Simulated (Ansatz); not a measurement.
Co:

```
CELL_PARAMETERS angstrom
2.47200 0.00000 0.00000
-1.23600 2.14081 0.00000
0.00000 0.00000 4.02114
ATOMIC_POSITIONS crystal
Co 0.66667 0.33333 0.75000
Co 0.33333 0.66667 0.25000
```

Alike in all runs: program Ansatz 0.2.0; functional PBE; potentials or basis Ansatz PAW; cutoff 420 eV (not typed: the program's choice for these potentials); k mesh 12 × 12 × 7; occupations fermi-dirac, width 0.05 eV.

The same cell was started in several ways:

```csv
start,free energy over the lowest (meV/atom),net moment (μB),site or absolute moments (μB),gap
"collinear spin, ferrimagnetic start of up to 2 μB",0.0,3.21,Co +1.68,none (metal or under the smearing width)
"collinear spin, antiferromagnetic start of up to 2 μB",0.0,-3.21,Co -1.68,none (metal or under the smearing width)
"collinear spin, ferromagnetic start of up to 2 μB",0.0,3.21,Co +1.68,none (metal or under the smearing width)
"collinear spin, random start of up to 2.21 μB",0.0,-3.21,Co -1.68,none (metal or under the smearing width)
no spin polarisation,212.0,-,-,none (metal or under the smearing width)
```

Allowing spin polarisation gains 212 meV/atom. A still lower state may exist.

Caveats: the starting moments weren't kept (some runs).
